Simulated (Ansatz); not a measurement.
# SiO2 (P4_32_12) in Ansatz: notebook

The runs below take SiO2 through relaxation of cell and atoms, single point, with BLYP, PBE.

Program: Ansatz 0.2.0. These are calculated values, not measurements. Logs are shortened: lines on timing, memory, paths and dates and some standing lists are left out, and cuts for length are marked.

### Step 1. The structure

The structure is tetragonal, space group P4_32_12 (No. 96). The conventional cell has a = 4.976 Å, b = 4.976 Å, c = 6.901 Å, α = 90.00°, β = 90.00°, γ = 90.00°. Around Si (site symmetry 2) lie 4 O at 1.61 Å. O (site symmetry 1) has 2 Si at 1.61 Å as nearest neighbours.

The cell comes from a database or a generator and needn't be the stable form of this composition.

### Step 2. Relaxation of cell and atoms, BLYP

The input, input.yaml:

```yaml
crystal:
  lattice:
    - [4.97558882, 0.0, 0.0]
    - [0.0, 4.97558882, 0.0]
    - [0.0, 0.0, 6.90088944]
  atoms:
    - { symbol: Si, position: [0.80324656, 0.80324656, 0.5] }
    - { symbol: Si, position: [0.69675344, 0.30324656, 0.25] }
    - { symbol: Si, position: [0.30324656, 0.69675344, 0.75] }
    - { symbol: Si, position: [0.19675344, 0.19675344, 0.0] }
    - { symbol: O, position: [0.76175763, 0.11038707, 0.43204156] }
    - { symbol: O, position: [0.88961293, 0.23824237, 0.06795844] }
    - { symbol: O, position: [0.11038707, 0.76175763, 0.56795844] }
    - { symbol: O, position: [0.26175763, 0.38961293, 0.81795844] }
    - { symbol: O, position: [0.23824237, 0.88961293, 0.93204156] }
    - { symbol: O, position: [0.73824237, 0.61038707, 0.31795844] }
    - { symbol: O, position: [0.38961293, 0.26175763, 0.18204156] }
    - { symbol: O, position: [0.61038707, 0.73824237, 0.68204156] }
hamiltonian:
  xc: blyp
  pseudopotentials: { kind: paw }
kpoints:
  mp_grid: { grid: [6, 6, 4] }
scf:
  occupations: { method: fermi_dirac, width: 0.05 }
output:
  forces: true
  stress: true
  eigenvalues: true
relax:
  f_tol: 0.01
  max_steps: 40
  cell: { stress_tol: 0.05 }
```

Potentials or basis: Ansatz PAW.

Run with:

```
ansatz run input.yaml --threads 4 --pin off --max-ram 11264MiB --backend cpu --events-out ev --progress --plain --runs-dir out
```

Log:

```text
Warning: RAYON_NUM_THREADS=4 ignored (pool sized by the plan → 4); use --threads N
Engine: ansatz 0.2.0, aarch64-unknown-linux-gnu
Pseudopotentials: kind: paw
Pseudopotential: Si, paw, valence charge 4, recommended cutoff 420 eV (normal), Si.paw.azcp
Pseudopotential: O, paw, valence charge 6, recommended cutoff 420 eV (normal), O.paw.azcp
Functional definition: BLYP
  parameter beta = 0.0042
  parameter a = 0.04918
  parameter b = 0.132
  parameter c = 0.2533
  parameter d = 0.349
  exchange = b88_x(beta = beta)
  correlation = lyp_c(a = a, b = b, c = c, d = d)
Crystal: 12 atoms, lattice volume = 170.842 Å³
Basis set: ecut = 420 eV, 3355 PW (Γ), exchange–correlation on 72×72×96 points (8 copies of the dense FFT grid, shifted against one another)
Bands: 44, of which v1, the nominal top of the filled ones, is band 32 counted from 1 (31 counted from 0)
Symmetry: 8 space group operations
Space group: P43212 (ITA 96), of the structure as read, at distance tolerance 5.5e-5 Å
k-points: 30 of 144 (time reversal used)
Non-local potential: Si, projectors of the file, l = 0: 2, l = 1: 2, l = 2: 2
Non-local potential: O, projectors of the file, l = 0: 2, l = 1: 2, l = 2: 1
PAW form: soft (Blöchl's): semilocal exchange-correlation on the pseudo side does not see the compensation charge
PAW frozen core: Si, regenerated for the run's functional, and the local potential with it (the file was generated under x = pbe(κ = 0.804, μ = 0.2195149727645171), c = pbe(β = 0.06672455060314922))
PAW frozen core: O, regenerated for the run's functional, and the local potential with it (the file was generated under x = pbe(κ = 0.804, μ = 0.2195149727645171), c = pbe(β = 0.06672455060314922))
PAW one-centre angular grid: Si, 110 points (default); XC on 64 Gauss nodes
PAW one-centre angular grid: O, 110 points (default); XC on 64 Gauss nodes
Initial density: superposition of atomic densities (neutral atoms: chi_scale 0, normalization atom), corrected by the library's trained network
Initial wavefunctions: pseudopotential atomic-orbital guess
Functional: x = b88, c = lyp
SCF iter   1: F=—  HF=-7127.297385 eV  |F-HF|=—  |Δ(HF+E_count)|=         —  Δρ=1.39e-2  dr2=1.90e-1  ethr=1.77e-3  ⟨swp⟩=6.7  Hψ=6757  notcnv=0  defer=51
preconditioner: auto → Resta (q_TF=auto, 2.316 Å⁻¹)  ε∞=2.8  [insulator: Δε(μ)=5.874 eV  Ē_g=16.847 eV  σ=0.050 eV  W_gap=1.00  n_scr=36 (ndim 8)  ℏωp=22.7 eV  f_vac=0.221  D(μ)=0.00/eV (n_scr^D=0)  ε∞_Penn≈2.8]
SCF iter   2: F=—  HF=-7127.238752 eV  |F-HF|=—  |Δ(HF+E_count)|=   5.86e-2  Δρ=1.74e-3  dr2=3.55e-3  ethr=2.97e-4  ⟨swp⟩=2.3  Hψ=2627  notcnv=0  defer=155
SCF iter   3: F=—  HF=-7127.238836 eV  |F-HF|=—  |Δ(HF+E_count)|=   8.49e-5  Δρ=8.87e-4  dr2=7.77e-4  ethr=5.55e-6  ⟨swp⟩=2.2  Hψ=1900  notcnv=0  defer=155
SCF iter   4: F=—  HF=-7127.239063 eV  |F-HF|=—  |Δ(HF+E_count)|=   2.26e-4  Δρ=9.84e-5  dr2=1.98e-5  ethr=1.21e-6  ⟨swp⟩=2.6  Hψ=2085  notcnv=0  defer=155
SCF iter   5: F=—  HF=-7127.238735 eV  |F-HF|=—  |Δ(HF+E_count)|=   3.28e-4  Δρ=2.12e-5  dr2=6.33e-7  ethr=3.10e-8  ⟨swp⟩=2.2  Hψ=2104  notcnv=0  defer=155
SCF iter   6: F=-7127.238735 eV  HF=-7127.238735 eV  |F-HF|=1.57e-9  |Δ(HF+E_count)|=   7.99e-8  Δρ=8.01e-6  dr2=9.44e-8  ethr=1.56e-10  ⟨swp⟩=12.2  Hψ=6492  notcnv=0
SCF 1 converged in 6 iterations: F = -7127.238735 eV  dr2 = 9.44e-8
relax step   1: F+E_penalty+E_count = -7127.23873490 eV  Δ(F+E_penalty+E_count) = +0.000e0 eV  max|allowed force component| = 2.186e-1 eV/Å  Δτ_max = 0.0000 Å  P = +5.980 GPa  Ω = 170.842 Å³  (6 SCF iters, dr2 threshold 1.00e-7 eV, accepted)
Crystal: 12 atoms, lattice volume = 175.013 Å³
Basis set: ecut = 420 eV, 3451 PW (Γ), exchange–correlation on 72×72×96 points (8 copies of the dense FFT grid, shifted against one another)
Initial density: handed on by an earlier stage of this run
Initial wavefunctions: those handed on with the density
iter 1 solved again at ethr=6.61e-5 eV; its pass at ethr=3.10e-3 eV (dr2=4.23e-2 eV) is discarded
SCF iter   1: F=—  HF=-7127.326293 eV  |F-HF|=—  |Δ(HF+E_count)|=         —  Δρ=5.23e-3  dr2=4.08e-2  ethr=6.61e-5  ⟨swp⟩=2.7  Hψ=5749  notcnv=0
preconditioner: auto → Resta (q_TF=auto, 2.307 Å⁻¹)  ε∞=2.8  [insulator: Δε(μ)=5.581 eV  Ē_g=16.538 eV  σ=0.050 eV  W_gap=1.00  n_scr=36 (ndim 8)  ℏωp=22.5 eV  f_vac=0.232  D(μ)=0.00/eV (n_scr^D=0)  ε∞_Penn≈2.8]
SCF iter   2: F=—  HF=-7127.315100 eV  |F-HF|=—  |Δ(HF+E_count)|=   1.12e-2  Δρ=2.11e-3  dr2=4.24e-3  ethr=6.38e-5  ⟨swp⟩=2.0  Hψ=2400  notcnv=0
[... 134 lines left out ...]
SCF iter   4: F=—  HF=-7127.431683 eV  |F-HF|=—  |Δ(HF+E_count)|=   2.64e-5  Δρ=4.55e-7  dr2=2.21e-10  ethr=4.87e-11  ⟨swp⟩=2.0  Hψ=2280  notcnv=0
SCF iter   5: F=-7127.431683 eV  HF=-7127.431683 eV  |F-HF|=1.02e-10  |Δ(HF+E_count)|=   4.10e-9  Δρ=9.95e-8  dr2=1.33e-11  ethr=1.00e-12  ⟨swp⟩=7.5  Hψ=5307  notcnv=0
SCF 13 converged in 5 iterations: F = -7127.431683 eV  dr2 = 1.33e-11
relax step  13: F+E_penalty+E_count = -7127.43168299 eV  Δ(F+E_penalty+E_count) = -5.059e-3 eV  max|allowed force component| = 3.869e-3 eV/Å  Δτ_max = 0.0000 Å  P = +0.010 GPa  Ω = 192.628 Å³  stress off target by 2.74e-2 GPa  SCF on the basis re-selected at this cell (its energy is not comparable with the rows above)  (5 SCF iters)
basis re-selected at this cell: Δ(F+E_penalty+E_count) = -5.059e-3 eV, ΔP = +0.010 GPa vs the last step (what re-selecting the basis moved, of the pressure what is left beyond the Pulay correction that the steps carried, after the strain that the cell walked since its last selection, with what the two solves' SCF thresholds leave and, on support functions, any second-order correction that the steps lacked; it is no measure of the basis error at this ecutwfc). This SCF's stress stands 2.74e-2 GPa from its target on what of the cell is left free (relax.cell.stress_tol is 5.00e-2 GPa) and its largest allowed force component is 3.87e-3 eV/Å (relax.f_tol is 1.00e-2 eV/Å): within both
SCF converged after 5 iterations
Free energy (F): -7127.431683 eV
Harris-Foulkes:  -7127.431683 eV  (|F-HF|=1.02e-10)
Internal energy: -7127.431683 eV  (E = F + TS)
E sigma→0 (E₀):  -7127.431683 eV
Fermi energy:    3.545955 eV
--- Per-component energies (eV) ---
  E_band       = -389.797074
  E_kinetic    = 1605.374518
  E_local      = -4893.874410  (includes V_loc(G=0)·N_el)
  E_nonlocal   = 487.344870
  E_hartree    = 1827.578334
  E_xc         = -804.917661
  E_vxc        = -930.610377  (∫ρ·V_xc dr)
  E_paw        = -3367.577526  (= ΣΔE_a)
  E_vpaw       = -313.209822  (= ΣTr[D̂ρ^β])
  E_aug_tail   = 0.021260  (compensation charges beyond the density's cutoff)
  E_ewald      = -1981.460895
  E_core_change = 0.079827  (= ΣΔE_core)
  E_smearing   = -0.000000  (= −TS)
  E_closure    = 0.000000  (closes the sum)
  Σ components = -7127.431683   (vs F -7127.431683, Δ=0.00e0)
--- Forces (eV/Å), atoms counted from 1 ---
  atom   1  Si    -0.00040281    -0.00040281     0.00000000
  atom   2  Si     0.00040281    -0.00040281    -0.00000000
  atom   3  Si    -0.00040281     0.00040281    -0.00000000
  atom   4  Si     0.00040281     0.00040281     0.00000000
  atom   5  O     -0.00012926     0.00361730    -0.00386918
  atom   6  O     -0.00361730     0.00012926     0.00386918
  atom   7  O      0.00361730    -0.00012926     0.00386918
  atom   8  O     -0.00012926    -0.00361730     0.00386918
  atom   9  O      0.00012926    -0.00361730    -0.00386918
  atom  10  O      0.00012926     0.00361730     0.00386918
  atom  11  O     -0.00361730    -0.00012926    -0.00386918
  atom  12  O      0.00361730     0.00012926    -0.00386918
  max |Σ_I F_I| component: 3.04e-18 eV/Å
--- Stress (GPa, compression-positive) ---
        0.001375      -0.000000      -0.000000
       -0.000000       0.001375       0.000000
       -0.000000       0.000000       0.027365
  P = ⅓ Tr σ = 0.0100 GPa (0.100 kbar)
--- Band table (eV; the first three rows and the last of 30) ---
  k-point 0: bands = ["-18.4004", "-17.5617", "-17.5617", "-16.4524", "-16.4426", "-16.4418", "-16.4244", "-16.4244", "-8.8224", "-6.6942", "-6.6942", "-4.9374", "-4.8944", "-4.8944", "-4.4412", "-4.3455", "-1.9769", "-1.9769", "-1.9205", "-1.5312", "-1.5250", "-1.2878", "-1.0945", "-1.0588", "-1.0588", "-0.5060", "-0.5060", "-0.2052", "0.1283", "0.6023", "0.6023", "0.7774", "6.2218", "9.3474", "9.3474", "9.5802", "9.5802", "9.8785", "10.1346", "11.3391", "11.3391", "11.7095", "11.7442", "11.7659"]
  k-point 1: bands = ["-18.3424", "-17.9043", "-17.1823", "-16.5534", "-16.4395", "-16.4394", "-16.4272", "-16.4267", "-8.6472", "-7.4716", "-5.9598", "-5.0478", "-4.8531", "-4.8121", "-4.5265", "-4.4355", "-1.9455", "-1.8877", "-1.8807", "-1.4778", "-1.4446", "-1.2664", "-1.2343", "-1.1092", "-1.0922", "-0.9146", "-0.0959", "-0.0566", "0.1865", "0.4510", "0.5392", "0.6666", "6.5319", "8.4023", "9.6925", "9.8309", "9.9645", "10.0375", "10.0623", "10.9795", "11.1092", "11.3956", "11.5903", "11.9910"]
  k-point 2: bands = ["-18.1725", "-18.1725", "-16.8216", "-16.8216", "-16.4334", "-16.4334", "-16.4330", "-16.4330", "-8.1634", "-8.1634", "-5.3887", "-5.3887", "-4.7059", "-4.7059", "-4.6333", "-4.6333", "-1.8831", "-1.8831", "-1.6304", "-1.6304", "-1.2741", "-1.2741", "-1.1984", "-1.1984", "-1.1849", "-1.1849", "0.1635", "0.1635", "0.3300", "0.3300", "0.3823", "0.3823", "7.3462", "7.3462", "9.9593", "9.9593", "10.2321", "10.2321", "10.5109", "10.5109", "10.7043", "10.7043", "11.8820", "11.8820"]
  k-point 29: bands = ["-17.5462", "-17.5462", "-17.5462", "-17.5462", "-16.4673", "-16.4673", "-16.4673", "-16.4673", "-6.7036", "-6.7036", "-6.7036", "-6.7036", "-4.3828", "-4.3828", "-4.3828", "-4.3828", "-2.0613", "-2.0613", "-2.0613", "-2.0613", "-1.3378", "-1.3378", "-1.3378", "-1.3378", "-0.5445", "-0.5445", "-0.5445", "-0.5445", "0.1040", "0.1040", "0.1040", "0.1040", "9.7140", "9.7140", "9.7140", "9.7140", "10.1146", "10.1146", "10.1146", "10.1146", "11.1344", "11.1344", "11.1344", "11.1344"]
--- Relaxed structure (10 steps of the walk, 10 accepted, 3 SCFs on fresh bases) ---
  F+E_penalty+E_count = -7127.43168299 eV   max|allowed force component| = 3.869e-3 eV/Å   (the final SCF, on the basis selected at the relaxed cell)
  cell:  # Å, volume = 192.6276 Å³
    - [5.159732435042392, 0.0, 0.0]
    - [3.4539572069318403e-34, 5.159732435042392, -2.5257062075689084e-33]
    - [0.0, -3.503026461168616e-33, 7.23542528256784]
  atoms:
    - { symbol: Si, position: [0.7853445678897045, 0.7853445678897045, 0.5000000000000001] }
    - { symbol: Si, position: [0.7146554321102956, 0.2853445678897044, 0.25000000000000006] }
    - { symbol: Si, position: [0.2853445678897044, 0.7146554321102956, 0.7500000000000002] }
    - { symbol: Si, position: [0.2146554321102956, 0.2146554321102956, -4.9751657512968874e-20] }
    - { symbol: O, position: [0.755828387162578, 0.07549978428219926, 0.4149801374970394] }
    - { symbol: O, position: [0.9245002157178008, 0.24417161283742195, 0.08501986250296076] }
    - { symbol: O, position: [0.07549978428219926, 0.755828387162578, 0.5850198625029608] }
    - { symbol: O, position: [0.2558283871625781, 0.4245002157178008, 0.8350198625029607] }
    - { symbol: O, position: [0.24417161283742195, 0.9245002157178008, 0.9149801374970398] }
    - { symbol: O, position: [0.744171612837422, 0.5754997842821993, 0.3350198625029608] }
    - { symbol: O, position: [0.4245002157178008, 0.2558283871625781, 0.16498013749703921] }
    - { symbol: O, position: [0.5754997842821993, 0.744171612837422, 0.6649801374970395] }
```

It took 97 s on 4 threads of Arm Neoverse V1, shared host; peak memory 0.6 GiB.

What came out:

```yaml
Free_energy: -7127.4317 eV
Relaxed_volume: 16.05 Å³/atom
Relaxed_cell: a = 5.160 Å, b = 5.160 Å, c = 7.235 Å, α = 90.00°, β = 90.00°, γ = 90.00°
Space_group_after_relaxing_to_0.05_Å: P4_32_12 (No. 96)
Energy_gained_by_relaxing: 16.1 meV/atom
Ionic_steps: 13
Pressure_after_relaxing: 0.0 GPa
Largest_force_after_relaxing: 0.005 eV/Å
Band_gap_on_the_k_mesh: 5.44 eV, direct
```

Forces on the atoms (eV/Å):
```
Si   0.000  0.000  0.000
Si   0.000  0.000  0.000
Si   0.000  0.000  0.000
Si   0.000  0.000  0.000
O    0.000  0.004 -0.004
O   -0.004  0.000  0.004
O    0.004  0.000  0.004
O    0.000 -0.004  0.004
O    0.000 -0.004 -0.004
O    0.000  0.004  0.004
O   -0.004  0.000 -0.004
O    0.004  0.000 -0.004
```

The path:
| step | energy change (eV) | largest force (eV/Å) | volume (Å³) |
| --- | --- | --- | --- |
| 1 | 0.0000 | 0.2762 | 170.84 |
| 2 | -0.0751 | 0.0942 | 175.01 |
| 3 | -0.0940 | 0.0934 | 180.49 |
| 4 | -0.0922 | 0.0364 | 184.45 |
| 5 | -0.0918 | 0.0018 | 184.68 |
| 6 | -0.1754 | 0.0022 | 184.68 |
| 7 | -0.1722 | 0.0098 | 188.50 |
| 8 | -0.1656 | 0.0601 | 190.53 |
| 9 | -0.1625 | 0.0013 | 191.32 |
| 10 | -0.1924 | 0.0013 | 191.32 |
| 11 | -0.1887 | 0.0028 | 192.42 |
| 12 | -0.1879 | 0.0053 | 192.63 |
| 13 | -0.1929 | 0.0053 | 192.63 |

Final structure:
```cif
data_structure
_symmetry_space_group_name_H-M 'P 1'
_symmetry_Int_Tables_number 1
_cell_length_a 5.1597
_cell_length_b 5.1597
_cell_length_c 7.2354
_cell_angle_alpha 90.000
_cell_angle_beta 90.000
_cell_angle_gamma 90.000
_cell_volume 192.63
loop_
_atom_site_label
_atom_site_type_symbol
_atom_site_fract_x
_atom_site_fract_y
_atom_site_fract_z
_atom_site_occupancy
Si1 Si 0.78534 0.78534 0.50000 1
Si2 Si 0.71466 0.28534 0.25000 1
Si3 Si 0.28534 0.71466 0.75000 1
Si4 Si 0.21466 0.21466 0.00000 1
O1 O 0.75583 0.07550 0.41498 1
O2 O 0.92450 0.24417 0.08502 1
O3 O 0.07550 0.75583 0.58502 1
O4 O 0.25583 0.42450 0.83502 1
O5 O 0.24417 0.92450 0.91498 1
O6 O 0.74417 0.57550 0.33502 1
O7 O 0.42450 0.25583 0.16498 1
O8 O 0.57550 0.74417 0.66498 1
```

Caveat: the plane-wave basis is chosen anew once the cell has moved, so the energies of steps on either side of that aren't comparable; the pressure holds a Pulay correction of +0.6 GPa for the finite cutoff; the PAW data sets come from PBE, with cores solved anew for the run's functional, which leaves a small shift of forces and pressure. A k mesh can miss the band edges.

### Step 3. Single point, PBE

Changes to input.yaml since step 2:

```diff
@@ -19,3 +19,3 @@
 hamiltonian:
-  xc: blyp
+  xc: pbe
   pseudopotentials: { kind: paw }
@@ -25,2 +25,4 @@
   occupations: { method: fermi_dirac, width: 0.05 }
+basis:
+  ecutwfc: "800 eV"
 output:
@@ -29,5 +31 @@
   eigenvalues: true
-relax:
-  f_tol: 0.01
-  max_steps: 40
-  cell: { stress_tol: 0.05 }
```

Potentials or basis: Ansatz PAW.

Run with:

```
ansatz run input.yaml --threads 4 --pin off --max-ram 11264MiB --backend cpu --events-out ev --progress --plain --runs-dir out
```

Wall time 12 s (4 threads of Arm Neoverse V1, shared host); peak memory 0.98 GiB.

It converged, with:

| Item | Value |
| --- | --- |
| Free energy | -7096.3404 eV |
| Pressure | 4.8 GPa |
| Largest force | 0.278 eV/Å |
| Band gap on the k mesh | 5.73 eV, direct |

Forces on the atoms (eV/Å):
```
Si  -0.043 -0.043  0.000
Si   0.043 -0.043  0.000
Si  -0.043  0.043  0.000
Si   0.043  0.043  0.000
O    0.042  0.158  0.224
O   -0.158 -0.042 -0.224
O    0.158  0.042 -0.224
O    0.042 -0.158 -0.224
O   -0.042 -0.158  0.224
O   -0.042  0.158 -0.224
O   -0.158  0.042  0.224
O    0.158 -0.042  0.224
```

Stress tensor (GPa, compression positive):
```
4.70 0.00 0.00
0.00 4.70 0.00
0.00 0.00 4.90
```

Levels at points of the mesh, in eV from the valence-band top:
| k point | band 28 | band 29 | band 30 | band 31 | band 32 | band 33 | band 34 | band 35 | band 36 | band 37 |
| --- | --- | --- | --- | --- | --- | --- | --- | --- | --- | --- |
| (0.00, 0.00, 0.00) | -1.28 | -0.69 | -0.31 | -0.31 | 0.00 | 5.73 | 8.84 | 8.84 | 9.32 | 9.32 |
| (0.00, 0.00, -0.50) | -0.85 | -0.55 | -0.55 | -0.39 | -0.39 | 6.99 | 6.99 | 9.44 | 9.44 | 9.75 |
| (0.00, -0.50, 0.00) | -1.00 | -0.65 | -0.65 | -0.50 | -0.50 | 7.78 | 7.78 | 9.28 | 9.28 | 9.84 |
| (0.00, -0.50, -0.50) | -1.00 | -0.92 | -0.92 | -0.19 | -0.19 | 8.10 | 8.10 | 9.02 | 9.02 | 9.40 |
| (-0.50, -0.50, 0.00) | -1.31 | -0.59 | -0.59 | -0.53 | -0.53 | 8.74 | 8.74 | 8.85 | 8.85 | 9.79 |
| (-0.50, -0.50, -0.50) | -1.34 | -0.60 | -0.60 | -0.60 | -0.60 | 9.24 | 9.24 | 9.24 | 9.24 | 9.88 |

A k mesh can miss the band edges. As with any semilocal functional, this PBE gap is likely too small.
